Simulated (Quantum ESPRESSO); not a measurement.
Ir under changes of volume

One of the cells (14.627 Å³/atom); the others are scaled copies at fixed shape and fractional positions:

```
CELL_PARAMETERS angstrom
2.75138 0.00000 0.00000
-1.37569 2.38276 0.00000
0.00000 0.00000 4.46229
ATOMIC_POSITIONS crystal
Ir 0.33333 0.66667 0.25000
Ir 0.66667 0.33333 0.75000
```

This isn't the form of Ir at room conditions, which is fcc.

```yaml
Program: Quantum ESPRESSO 7.5
Functional: LDA
Potentials_or_basis: GBRV 1.5 LDA
Cutoff: 612 eV
Density_cutoff: 4898 eV
k_mesh: 11 × 11 × 6
Occupations: fermi-dirac, width 0.05 eV
Spin: no spin polarisation
```

```csv
volume (Å³/atom),energy over the lowest point (meV/atom),pressure (GPa)
13.749,1.36,5.0
14.042,0.00,-3.5
14.335,?,?
14.627,39.44,-17.6
14.920,76.93,-23.4
15.212,124.30,-28.5
15.505,180.38,-32.9
```

**Question.** What does the run at 14.335 Å³/atom give?

**Answer.** Energy over the lowest point 13.32 meV/atom; pressure -11.0 GPa.

Worked out: A Birch-Murnaghan fit of order 3 (a polynomial in V^(-2/3)) to the other rows has its minimum at 13.92 Å³/atom with B0 = V·E''(V) = 403 GPa and B' = 5.2 at fixed shape and positions, which overstates the stiffness. It gives 13.31 meV/atom at 14.335 Å³/atom, against the run's 13.32, and -dE/dV = -11.0 GPa, against -11.0.

Energies are extrapolated to zero smearing.

Caveats: the cell as given lies far from equilibrium (some runs).
